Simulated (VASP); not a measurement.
Here is a VASP 6.6.1 calculation.

The input INCAR:

```
PREC = Accurate
ENCUT = 520
EDIFF = 1E-7
ISMEAR = 0
SIGMA = 0.1
LREAL = F
LASPH = T
NELM = 60
ALGO = Normal
ISIF = 2
LWAVE = F
LCHARG = F
METAGGA = R2SCAN
LMIXTAU = T
LUSE_VDW = T
IVDW_NL = 2
BPARAM = 11.95
CPARAM = 0.0093
ICORELEVEL = 1
```

The input Cd.cif:

```cif
data_Cd
_cell_length_a 2.97887000
_cell_length_b 2.97887000
_cell_length_c 5.61765000
_cell_angle_alpha 90.00000000
_cell_angle_beta 90.00000000
_cell_angle_gamma 120.00000000
_space_group_name_H-M_alt 'P6_3/mmc'
_space_group_name_Hall '-P 6c 2c'
_space_group_IT_number 194
loop_
_space_group_symop_operation_xyz
'x,y,z'
'-x,-y,-z'
'x-y,x,z+1/2'
'-x+y,-x,-z+1/2'
'-y,x-y,z'
'y,-x+y,-z'
'-x,-y,z+1/2'
'x,y,-z+1/2'
'-x+y,-x,z'
'x-y,x,-z'
'y,-x+y,z+1/2'
'-y,x-y,-z+1/2'
'-y,-x,-z+1/2'
'y,x,z+1/2'
'-x,-x+y,-z'
'x,x-y,z'
'-x+y,y,-z+1/2'
'x-y,-y,z+1/2'
'y,x,-z'
'-y,-x,z'
'x,x-y,-z+1/2'
'-x,-x+y,z+1/2'
'x-y,-y,-z'
'-x+y,y,z'
loop_
_atom_site_label
_atom_site_type_symbol
_atom_site_symmetry_multiplicity
_atom_site_Wyckoff_symbol
_atom_site_fract_x
_atom_site_fract_y
_atom_site_fract_z
_atom_site_occupancy
Cd1 Cd 2 c 0.6666666667 0.3333333333 0.7500000000 1
```

KPOINTS

```
regular mesh
0
Gamma
  10 10 5
```

Contents of POSCAR:

```
Cd
 1.0000000000000000
     2.9788700000000001    0.0000000000000000    0.0000000000000000
    -1.4894349999999994    2.5797770945713512    0.0000000000000000
     0.0000000000000000    0.0000000000000000    5.6176500000000003
 Cd 
   2
Cartesian
  1.4894350001489436  0.8599256981044577  4.2132375000000000
 -0.0000000001489431  1.7198513964668936  1.4044125000000001
```

Potentials or basis: VASP PAW PBE potentials, release 64 (Cd).

Run with:

```console
$ ase convert -i cif -o vasp Cd.cif POSCAR
$ cat potpaw_PBE.64/Cd/POTCAR > POTCAR
$ mpirun -np 1 vasp_std > vasp.out
```

Task: What does it give for the band gap on the k mesh?

Result: None (metal or under the smearing width).

Task: Predict the pressure.

Result: -0.4 GPa.

Core levels (eV, on the scale of the bands):
```tsv
atom	levels
1 Cd	1s -26626.8, 2s -3972.5, 2p -3569.9, 3s -746.6, 3p -613.3, 3d -404.6, 4s -107.2, 4p -67.6
2 Cd	1s -26626.8, 2s -3972.5, 2p -3569.9, 3s -746.6, 3p -613.3, 3d -404.6, 4s -107.2, 4p -67.6
```

Caveat: the PAW data sets were made with another functional, which shifts forces and pressure a little; pairwise dispersion overbinds metals, which lowers pressure and volume.
